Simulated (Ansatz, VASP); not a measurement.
# One calculation of Al, two programs

```
CELL_PARAMETERS angstrom
5.07154 0.00000 0.00000
0.00000 5.07154 0.00000
0.00000 0.00000 5.07154
ATOMIC_POSITIONS crystal
Al 0.50000 0.50000 0.50000
Al 0.00000 0.00000 0.00000
Al 0.25000 0.00000 0.50000
Al 0.50000 0.25000 0.00000
Al 0.50000 0.75000 0.00000
Al 0.75000 0.00000 0.50000
Al 0.00000 0.50000 0.75000
Al 0.00000 0.50000 0.25000
```

Alike in both runs: functional r2SCAN; k mesh 8 × 8 × 8; occupations gaussian, width 0.1 eV; no spin polarisation.

Ansatz relaxed the structure, and its values are those at the end. VASP's run is a single point on that final structure, the one shown.

|  | VASP | Ansatz |
| --- | --- | --- |
| version | VASP 6.6.1 | Ansatz 0.2.0 |
| potentials or method | VASP PAW PBE potentials, release 64 (Al) | scalar-relativistic, plane waves, PAW |
| plane-wave cutoff (eV) | 520 | 500 |
| valence electrons in the cell | 24 | 24 |

|  | VASP | Ansatz | Ansatz less VASP |
| --- | --- | --- | --- |
| gap on the k mesh at the Fermi level (eV) | none | none | - |
| pressure (GPa) | -0.3 | 0.0 | +0.31 |

A gap of «none» marks a metal or a gap that the smearing closes. With one functional, cell and mesh, what is left measures potentials, basis and numerics.

Caveats: the PAW data sets were made with another functional, which shifts forces and pressure a little (VASP).
